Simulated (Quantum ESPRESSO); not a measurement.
# Bi (P2/m) in Quantum ESPRESSO: notebook

One crystal, Bi, is run at these levels: LDA; tasks: single point, equation of state.

Everything below comes from runs of Quantum ESPRESSO 7.5. Logs are shortened: lines on timing, memory, paths and dates and some standing lists are left out, and cuts for length are marked.

## Step 1: Starting point

Symmetry: P2/m, No. 10, monoclinic system. Conventional cell: a = 3.238 Å, b = 3.222 Å, c = 6.444 Å, α = 90.00°, β = 90.72°, γ = 90.00°. Bi (site symmetry m) is surrounded by 6 Bi at 3.22 to 3.24 Å.

This isn't the form of Bi at room conditions, which is rhombohedral.

## Step 2: Single point, LDA, 31.60 Å³/atom

Contents of pw.in:

```
&CONTROL
  calculation = 'scf'
  prefix = 'pwscf'
  outdir = './tmp'
  pseudo_dir = './pseudo'
  tprnfor = .true.
  tstress = .true.
  disk_io = 'nowf'
/
&SYSTEM
  ibrav = 0
  nat = 2
  ntyp = 1
  ecutwfc = 70
  nbnd = 22
  occupations = 'smearing'
  smearing = 'fd'
  degauss = 0.00367493
/
&ELECTRONS
  conv_thr = 4d-10
  electron_maxstep = 120
  mixing_beta = 0.5
/
ATOMIC_SPECIES
Bi   208.9804 Bi.upf
CELL_PARAMETERS angstrom
   3.1722683854    0.0000000000    0.0000000000
   0.0000000000    3.1558770435    0.0000000000
  -0.0788124821    0.0000000000    6.3123439430
ATOMIC_POSITIONS crystal
Bi     0.5442472500    0.0000000000    0.7495778900
Bi     0.4557527500    0.0000000000    0.2504221100
K_POINTS automatic
8 8 4 0 0 0
```

Potentials or basis: PseudoDojo 0.4.1 SR LDA standard.

Command:

```bash
$ OMP_NUM_THREADS=1 mpirun -n 2 pw.x -nk 2 -in pw.in > pw.out
```

pw.out:

```text
This program is part of the open-source Quantum ESPRESSO suite
     for quantum simulation of materials; please cite
[... 13 lines left out ...]
     --------------------
     sticks:   dense  smooth     PW     G-vecs:    dense   smooth      PW
     Sum         793     793    241                33757    33757    5549

     Using Slab Decomposition

     bravais-lattice index     =            0
     lattice parameter (alat)  =       5.9947  a.u.
     unit-cell volume          =     426.4590 (a.u.)^3
     number of atoms/cell      =            2
     number of atomic types    =            1
     number of electrons       =        30.00
     number of Kohn-Sham states=           22
     kinetic-energy cutoff     =      70.0000  Ry
     charge density cutoff     =     280.0000  Ry
     scf convergence threshold =      4.0E-10
     mixing beta               =       0.5000
     number of iterations used =            8  plain     mixing
     Exchange-correlation= SLA  PW   NOGX NOGC
                           (   1   4   0   0   0   0   0)

     celldm(1)=   5.994718  celldm(2)=   0.000000  celldm(3)=   0.000000
     celldm(4)=   0.000000  celldm(5)=   0.000000  celldm(6)=   0.000000

     crystal axes: (cart. coord. in units of alat)
               a(1) = (   1.000000   0.000000   0.000000 )
               a(2) = (   0.000000   0.994833   0.000000 )
               a(3) = (  -0.024844   0.000000   1.989852 )

     reciprocal axes: (cart. coord. in units 2 pi/alat)
               b(1) = (  1.000000 -0.000000  0.012485 )
               b(2) = (  0.000000  1.005194 -0.000000 )
               b(3) = (  0.000000  0.000000  0.502550 )

     PseudoPot. # 1 for Bi read from file:
     Bi.upf
     Pseudo is Norm-conserving + core correction, Zval = 15.0
     Generated using ONCVPSP code by D. R. Hamann
     Using radial grid of 1454 points,  6 beta functions with:
                l(1) =   0
                l(2) =   0
                l(3) =   1
                l(4) =   1
                l(5) =   2
                l(6) =   2

     atomic species   valence    mass     pseudopotential
     Bi               15.00   208.98040     Bi( 1.00)

      4 Sym. Ops., with inversion, found

   Cartesian axes

     site n.     atom                  positions (alat units)
         1        Bi     tau(   1) = (   0.5256246   0.0000000   1.4915489  )
         2        Bi     tau(   2) = (   0.4495312   0.0000000   0.4983029  )

     number of k points=    90  Fermi-Dirac smearing, width (Ry)=  0.0037
                       cart. coord. in units 2pi/alat
        k(    1) = (   0.0000000   0.0000000   0.0000000), wk =   0.0078125
        k(    2) = (   0.0000000   0.0000000   0.1256375), wk =   0.0156250
        k(    3) = (   0.0000000   0.0000000  -0.2512750), wk =   0.0078125
        k(    4) = (   0.0000000   0.1256492   0.0000000), wk =   0.0156250
        k(    5) = (   0.0000000   0.1256492   0.1256375), wk =   0.0312500
        k(    6) = (   0.0000000   0.1256492  -0.2512750), wk =   0.0156250
[... 82 lines left out ...]
        k(   89) = (  -0.5000000  -0.5025970   0.1193948), wk =   0.0156250
        k(   90) = (  -0.5000000  -0.5025970  -0.2575177), wk =   0.0078125

     Dense  grid:    33757 G-vectors     FFT dimensions: (  32,  32,  64)

     Initial potential from superposition of free atoms

     starting charge      29.9986, renormalised to      30.0000
     Starting wfcs are   18 randomized atomic wfcs +    4 random wfcs

     Self-consistent Calculation

     iteration #  1     ecut=    70.00 Ry     beta= 0.50
     Davidson diagonalization with overlap
     ethr =  1.00E-02,  avg # of iterations =  5.1

     Threshold (ethr) on eigenvalues was too large:
     Diagonalizing with lowered threshold

     Davidson diagonalization with overlap
     ethr =  1.27E-05,  avg # of iterations =  7.3

     total energy              =    -327.67791030 Ry
     estimated scf accuracy    <       0.00399219 Ry

     iteration #  2     ecut=    70.00 Ry     beta= 0.50
     Davidson diagonalization with overlap
     ethr =  1.33E-05,  avg # of iterations =  1.0

     total energy              =    -327.67806458 Ry
     estimated scf accuracy    <       0.00064894 Ry

     iteration #  3     ecut=    70.00 Ry     beta= 0.50
     Davidson diagonalization with overlap
     ethr =  2.16E-06,  avg # of iterations =  2.1

     total energy              =    -327.67808567 Ry
     estimated scf accuracy    <       0.00004064 Ry

     iteration #  4     ecut=    70.00 Ry     beta= 0.50
     Davidson diagonalization with overlap
     ethr =  1.35E-07,  avg # of iterations =  1.2

     total energy              =    -327.67808793 Ry
     estimated scf accuracy    <       0.00000169 Ry

     iteration #  5     ecut=    70.00 Ry     beta= 0.50
     Davidson diagonalization with overlap
     ethr =  5.63E-09,  avg # of iterations =  2.0

     total energy              =    -327.67808833 Ry
     estimated scf accuracy    <       0.00000010 Ry

     iteration #  6     ecut=    70.00 Ry     beta= 0.50
     Davidson diagonalization with overlap
     ethr =  3.27E-10,  avg # of iterations =  2.6

     total energy              =    -327.67808835 Ry
     estimated scf accuracy    <          6.2E-09 Ry

     iteration #  7     ecut=    70.00 Ry     beta= 0.50
     Davidson diagonalization with overlap
     ethr =  2.08E-11,  avg # of iterations =  2.0

     End of self-consistent calculation

          k = 0.0000 0.0000 0.0000 (  4199 PWs)   bands (ev):

   -11.8283 -11.8146 -11.8066 -11.5072 -11.5054 -11.4912 -11.4113 -11.3996
   -11.3976 -11.3899  -2.5513  -0.3820   5.7276  14.5382  14.5829  14.6032
    16.2836  16.7314  18.0533  19.4055  19.5658  21.4005

          k = 0.0000 0.0000 0.1256 (  4188 PWs)   bands (ev):

   -11.8222 -11.8092 -11.7722 -11.5445 -11.4917 -11.4890 -11.4198 -11.4159
   -11.3964 -11.3906  -2.3370  -0.8724   6.7692  12.3046  14.7672  14.8428
    15.9849  16.3105  18.6568  19.5952  20.1344  20.8408

          k = 0.0000 0.0000-0.2513 (  4202 PWs)   bands (ev):

   -11.8159 -11.8152 -11.6660 -11.6552 -11.4556 -11.4551 -11.4525 -11.4491
   -11.3936 -11.3932  -1.7350  -1.7086   9.2080   9.2394  15.2809  15.3787
    15.4850  15.5054  19.1615  19.2366  20.0000  20.0518

          k = 0.0000 0.1256 0.0000 (  4190 PWs)   bands (ev):

   -11.8118 -11.7767 -11.7695 -11.5292 -11.5032 -11.4703 -11.4164 -11.4143
   -11.4099 -11.4062  -2.3361  -0.1729   5.9516  12.3363  14.5791  14.7807
    14.8247  16.5407  18.6409  19.3447  19.7221  21.6559

          k = 0.0000 0.1256 0.1256 (  4195 PWs)   bands (ev):

   -11.7905 -11.7723 -11.7492 -11.5245 -11.5129 -11.4872 -11.4335 -11.4177
   -11.4130 -11.4069  -2.1223  -0.6618   6.9937  12.4460  12.6669  14.0837
    15.0091  16.2379  19.2839  20.0841  20.7372  21.5329
[... 405 lines left out ...]
   -11.6317 -11.6217 -11.6190 -11.6153 -11.5663 -11.5230 -11.5108 -11.3382
   -11.2938 -11.2744   1.4912   2.9072   7.5561   8.8721   9.0260  10.4271
    10.6043  14.7949  16.0037  16.0583  17.0698  18.3633

          k = 0.3750-0.5026-0.2466 (  4212 PWs)   bands (ev):

   -11.6249 -11.6241 -11.5724 -11.5681 -11.5674 -11.5630 -11.4545 -11.4435
   -11.2895 -11.2888   2.0577   2.1046   8.1213   8.1610   9.6080   9.6739
    13.0640  13.1947  15.3232  15.3916  18.5709  18.7230

          k = 0.3750-0.5026-0.1210 (  4234 PWs)   bands (ev):

   -11.6315 -11.6212 -11.6180 -11.6167 -11.5658 -11.5228 -11.5117 -11.3386
   -11.2939 -11.2741   1.4757   2.9363   7.5400   8.9000   9.0556  10.3152
    10.5952  14.8306  15.9525  16.1945  16.9190  18.5003

          k =-0.5000 0.0000-0.0062 (  4216 PWs)   bands (ev):

   -11.8065 -11.6506 -11.6476 -11.5167 -11.5046 -11.4955 -11.4930 -11.4829
   -11.3913 -11.2653  -0.4001   1.6792   5.7739   7.7010   7.8465  13.4854
    16.7178  16.9693  18.8760  21.3920  21.8512  22.1314

          k =-0.5000 0.0000 0.1194 (  4216 PWs)   bands (ev):

   -11.7753 -11.6642 -11.6288 -11.5380 -11.5037 -11.4953 -11.4793 -11.4602
   -11.4065 -11.3042  -0.1948   1.2121   5.9425   7.3139   8.9008  13.8885
    15.2530  16.9667  18.4626  19.2969  21.9704  22.1428

          k =-0.5000 0.0000-0.2575 (  4212 PWs)   bands (ev):

   -11.7129 -11.7086 -11.5875 -11.5819 -11.4999 -11.4993 -11.4446 -11.4411
   -11.3945 -11.3862   0.3744   0.4179   6.5080   6.5359  11.3623  11.4587
    16.6240  16.6760  17.6182  17.6603  22.3877  22.4543

          k =-0.5000 0.1256-0.0062 (  4220 PWs)   bands (ev):

   -11.7688 -11.6454 -11.5914 -11.5266 -11.5169 -11.5145 -11.5137 -11.4624
   -11.4076 -11.2642  -0.1911   1.8875   5.9978   7.9225   8.0680  13.6939
    14.5662  16.7452  17.2156  19.3906  21.7612  21.9374

          k =-0.5000 0.1256 0.1194 (  4217 PWs)   bands (ev):

   -11.7346 -11.6239 -11.6074 -11.5350 -11.5254 -11.5164 -11.4995 -11.4450
   -11.4230 -11.3026   0.0142   1.4207   6.1661   7.5360   9.1244  14.1125
    14.7994  15.4668  16.2882  19.1688  20.0021  21.1521

          k =-0.5000 0.1256-0.2575 (  4230 PWs)   bands (ev):

   -11.6641 -11.6599 -11.5806 -11.5757 -11.5214 -11.5208 -11.4635 -11.4598
   -11.3881 -11.3805   0.5833   0.6268   6.7310   6.7589  11.5922  11.6890
    15.4271  15.4677  16.8001  16.8516  20.2457  20.2767

          k =-0.5000 0.2513-0.0062 (  4210 PWs)   bands (ev):

   -11.6965 -11.6386 -11.5791 -11.5666 -11.5640 -11.5101 -11.4487 -11.4467
   -11.3933 -11.2616   0.4145   2.4965   6.6146   8.5247   8.6701  11.4092
    13.4767  14.3126  16.7321  17.8777  19.2655  19.4305

          k =-0.5000 0.2513 0.1194 (  4224 PWs)   bands (ev):

   -11.6629 -11.6052 -11.5778 -11.5669 -11.5482 -11.5347 -11.4644 -11.4624
   -11.3865 -11.2979   0.6197   2.0276   6.7819   8.1435   9.7361  11.6331
    13.0528  14.7427  16.0620  16.8649  18.5937  20.0700

          k =-0.5000 0.2513-0.2575 (  4234 PWs)   bands (ev):

   -11.5973 -11.5943 -11.5728 -11.5720 -11.5237 -11.5183 -11.5082 -11.5043
   -11.3612 -11.3564   1.1887   1.2323   7.3443   7.3722  12.1470  12.2151
    12.3155  12.3843  16.9343  16.9717  18.0715  18.1183

          k =-0.5000 0.3769-0.0062 (  4238 PWs)   bands (ev):

   -11.6501 -11.6319 -11.6308 -11.6161 -11.6134 -11.5056 -11.4855 -11.3044
   -11.2974 -11.2589   1.2673   3.3729   7.4087   8.8497   9.2759   9.4208
    10.7897  14.6887  15.3079  17.3221  17.4904  18.4789

          k =-0.5000 0.3769 0.1194 (  4234 PWs)   bands (ev):

   -11.6339 -11.6293 -11.6168 -11.5958 -11.5755 -11.5283 -11.5045 -11.3337
   -11.2960 -11.2821   1.4723   2.8922   7.5735   8.9114   9.0678  10.3469
    10.5783  14.8486  15.5754  16.3940  17.2723  18.2520

          k =-0.5000 0.3769-0.2575 (  4228 PWs)   bands (ev):

   -11.6237 -11.6229 -11.5849 -11.5800 -11.5523 -11.5482 -11.4565 -11.4452
   -11.2927 -11.2918   2.0427   2.0871   8.1305   8.1584   9.6404   9.6768
    13.0602  13.1636  15.3641  15.3927  18.5636  18.6279

          k =-0.5000-0.5026-0.0062 (  4268 PWs)   bands (ev):

   -11.6520 -11.6366 -11.6365 -11.6337 -11.6291 -11.5037 -11.5015 -11.2581
   -11.2518 -11.2438   1.7715   3.9071   7.7537   7.8358   9.6238   9.6627
     9.8068  13.8454  16.2387  16.5362  16.7062  17.5493

          k =-0.5000-0.5026 0.1194 (  4244 PWs)   bands (ev):

   -11.6504 -11.6373 -11.6279 -11.6154 -11.5646 -11.5261 -11.5211 -11.3086
   -11.2509 -11.2465   1.9763   3.4118   7.9683   7.9983   9.2637   9.3163
    10.9321  14.0127  15.5560  16.2860  17.4323  17.9478

          k =-0.5000-0.5026-0.2575 (  4244 PWs)   bands (ev):

   -11.6445 -11.6437 -11.5817 -11.5766 -11.5705 -11.5662 -11.4412 -11.4292
   -11.2490 -11.2485   2.5489   2.5942   8.5319   8.5514   8.5668   8.5791
    13.5096  13.6185  14.5628  14.5913  19.3456  19.3509

     the Fermi energy is    11.1511 ev

!    total energy              =    -327.67808835 Ry
     estimated scf accuracy    <          3.8E-10 Ry
     smearing contrib. (-TS)   =      -0.00102274 Ry
     internal energy E=F+TS    =    -327.67706561 Ry

     The total energy is F=E-TS. E is the sum of the following terms:
     one-electron contribution =     -93.58624587 Ry
     hartree contribution      =      65.39116449 Ry
     xc contribution           =     -85.67101282 Ry
     ewald contribution        =    -213.81097141 Ry

     convergence has been achieved in   7 iterations

     Forces acting on atoms (cartesian axes, Ry/au):

     atom    1 type  1   force =     0.00036199    0.00000000   -0.00024371
     atom    2 type  1   force =    -0.00036199    0.00000000    0.00024371

     Total force =     0.000617     Total SCF correction =     0.000148
     SCF correction compared to forces is large: reduce conv_thr to get better values

     Computing stress (Cartesian axis) and pressure

          total   stress  (Ry/bohr**3)                   (kbar)     P=       18.27
   0.00011058   0.00000000  -0.00001126           16.27        0.00       -1.66
   0.00000000   0.00017026   0.00000000            0.00       25.05        0.00
  -0.00001126   0.00000000   0.00009174           -1.66        0.00       13.50

=------------------------------------------------------------------------------=
   JOB DONE.
=------------------------------------------------------------------------------=
```

It took 27 s on 2 MPI ranks of Arm Neoverse V2, shared host; peak memory 0.26 GiB.

What came out:

```
Free energy            : -4458.2875 eV
Pressure               : 1.8 GPa
Largest force          : 0.011 eV/Å
Band gap on the k mesh : none (metal or under the smearing width)
```

Caveat: spin-orbit coupling is left out, which moves the levels of the heavy elements.

## Step 3: Single point, LDA, 32.27 Å³/atom

pw.in: that of step 2 with these lines changed.

```diff
@@ -27,5 +27,5 @@
 CELL_PARAMETERS angstrom
-   3.1722683854    0.0000000000    0.0000000000
-   0.0000000000    3.1558770435    0.0000000000
-  -0.0788124821    0.0000000000    6.3123439430
+   3.1946090396    0.0000000000    0.0000000000
+   0.0000000000    3.1781022620    0.0000000000
+  -0.0793675179    0.0000000000    6.3567985340
 ATOMIC_POSITIONS crystal
```

Potentials or basis: PseudoDojo 0.4.1 SR LDA standard.

Command:

```bash
$ OMP_NUM_THREADS=1 mpirun -n 2 pw.x -nk 2 -in pw.in > pw.out
```

Run time: 35 s. Hardware: 2 MPI ranks of Arm Neoverse V2, shared host; peak memory 0.26 GiB.

Results (log left out):

| Property | Result |
| --- | --- |
| Free energy | -4458.2972 eV |
| Pressure | 0.5 GPa |
| Largest force | 0.008 eV/Å |
| Band gap on the k mesh | none (metal or under the smearing width) |

Caveat: spin-orbit coupling is left out, which moves the levels of the heavy elements.

## Step 4: Single point, LDA, 32.94 Å³/atom

pw.in: that of step 3 with these lines changed.

```diff
@@ -27,5 +27,5 @@
 CELL_PARAMETERS angstrom
-   3.1946090396    0.0000000000    0.0000000000
-   0.0000000000    3.1781022620    0.0000000000
-  -0.0793675179    0.0000000000    6.3567985340
+   3.2166415224    0.0000000000    0.0000000000
+   0.0000000000    3.2000209013    0.0000000000
+  -0.0799148974    0.0000000000    6.4006399093
 ATOMIC_POSITIONS crystal
```

Command:

```bash
$ OMP_NUM_THREADS=1 mpirun -n 2 pw.x -nk 2 -in pw.in > pw.out
```

It took 48 s on 2 MPI ranks of Arm Neoverse V2, shared host; peak memory 0.26 GiB.

Results (log left out):

* Free energy: -4458.2965 eV
* Pressure: -0.7 GPa
* Largest force: 0.011 eV/Å
* Band gap on the k mesh: none (metal or under the smearing width)

Caveat: spin-orbit coupling is left out, which moves the levels of the heavy elements.

## Step 5: Single point, LDA, 33.61 Å³/atom

pw.in: that of step 4 with these lines changed.

```diff
@@ -27,5 +27,5 @@
 CELL_PARAMETERS angstrom
-   3.2166415224    0.0000000000    0.0000000000
-   0.0000000000    3.2000209013    0.0000000000
-  -0.0799148974    0.0000000000    6.4006399093
+   3.2383762460    0.0000000000    0.0000000000
+   0.0000000000    3.2216433200    0.0000000000
+  -0.0804548793    0.0000000000    6.4438887882
 ATOMIC_POSITIONS crystal
```

Command:

```bash
$ OMP_NUM_THREADS=1 mpirun -n 2 pw.x -nk 2 -in pw.in > pw.out
```

Run time: 48 s. Hardware: 2 MPI ranks of Arm Neoverse V2, shared host; peak memory 0.28 GiB.

Results (log left out):

| Item | Value |
| --- | --- |
| Free energy | -4458.2864 eV |
| Pressure | -1.7 GPa |
| Largest force | 0.017 eV/Å |
| Band gap on the k mesh | none (metal or under the smearing width) |

Caveat: spin-orbit coupling is left out, which moves the levels of the heavy elements.

## Step 6: Single point, LDA, 34.29 Å³/atom

pw.in: that of step 5 with these lines changed.

```diff
@@ -27,5 +27,5 @@
 CELL_PARAMETERS angstrom
-   3.2383762460    0.0000000000    0.0000000000
-   0.0000000000    3.2216433200    0.0000000000
-  -0.0804548793    0.0000000000    6.4438887882
+   3.2598230713    0.0000000000    0.0000000000
+   0.0000000000    3.2429793280    0.0000000000
+  -0.0809877086    0.0000000000    6.4865647921
 ATOMIC_POSITIONS crystal
```

Potentials or basis: PseudoDojo 0.4.1 SR LDA standard.

Command:

```bash
$ OMP_NUM_THREADS=1 mpirun -n 2 pw.x -nk 2 -in pw.in > pw.out
```

Wall time 49 s (2 MPI ranks of Arm Neoverse V2, shared host); peak memory 0.28 GiB.

The run converged. Its results:

```yaml
Free_energy: -4458.2680 eV
Pressure: -2.6 GPa
Largest_force: 0.022 eV/Å
Band_gap_on_the_k_mesh: none (metal or under the smearing width)
```

Caveat: spin-orbit coupling is left out, which moves the levels of the heavy elements.

## Step 7: Single point, LDA, 34.96 Å³/atom

pw.in: that of step 6 with these lines changed.

```diff
@@ -27,5 +27,5 @@
 CELL_PARAMETERS angstrom
-   3.2598230713    0.0000000000    0.0000000000
-   0.0000000000    3.2429793280    0.0000000000
-  -0.0809877086    0.0000000000    6.4865647921
+   3.2809913467    0.0000000000    0.0000000000
+   0.0000000000    3.2640382254    0.0000000000
+  -0.0815136175    0.0000000000    6.5286865229
 ATOMIC_POSITIONS crystal
```

Command:

```bash
$ OMP_NUM_THREADS=1 mpirun -n 2 pw.x -nk 2 -in pw.in > pw.out
```

Run time: 51 s. Hardware: 2 MPI ranks of Arm Neoverse V2, shared host; peak memory 0.28 GiB.

Results (log left out):

| Quantity | Value |
| --- | --- |
| Free energy | -4458.2423 eV |
| Pressure | -3.5 GPa |
| Largest force | 0.028 eV/Å |
| Band gap on the k mesh | none (metal or under the smearing width) |

Caveat: spin-orbit coupling is left out, which moves the levels of the heavy elements.

## Step 8: Single point, LDA, 35.63 Å³/atom

pw.in: that of step 7 with these lines changed.

```diff
@@ -27,5 +27,5 @@
 CELL_PARAMETERS angstrom
-   3.2809913467    0.0000000000    0.0000000000
-   0.0000000000    3.2640382254    0.0000000000
-  -0.0815136175    0.0000000000    6.5286865229
+   3.3018899442    0.0000000000    0.0000000000
+   0.0000000000    3.2848288383    0.0000000000
+  -0.0820328266    0.0000000000    6.5702716347
 ATOMIC_POSITIONS crystal
```

Command:

```bash
$ OMP_NUM_THREADS=1 mpirun -n 2 pw.x -nk 2 -in pw.in > pw.out
```

Run time: 51 s. Hardware: 2 MPI ranks of Arm Neoverse V2, shared host; peak memory 0.28 GiB.

The run converged. Its results:

- Free energy: -4458.2101 eV
- Pressure: -4.2 GPa
- Largest force: 0.033 eV/Å
- Band gap on the k mesh: none (metal or under the smearing width)

Caveat: spin-orbit coupling is left out, which moves the levels of the heavy elements.

## Step 9: Equation of state, LDA

Potentials or basis: PseudoDojo 0.4.1 SR LDA standard.

This step only gathers the single runs of the series.

What came out:

```yaml
Equilibrium_volume: 32.55 Å³/atom
Bulk_modulus_at_fixed_shape_and_positions: 58 GPa
Pressure_derivative_of_the_bulk_modulus: 4.7
```

Energy against volume, from the lowest point:
```tsv
volume (Å³/atom)	energy (meV/atom)
31.597	4.86
32.270	0.00
32.942	0.38
33.614	5.42
34.286	14.60
34.959	27.46
35.631	43.58
```

Caveat: the cell was scaled at fixed shape and fractional positions, which overstates the stiffness of a crystal with free parameters, most of all of layers and chains; spin-orbit coupling is left out, which moves the levels of the heavy elements.
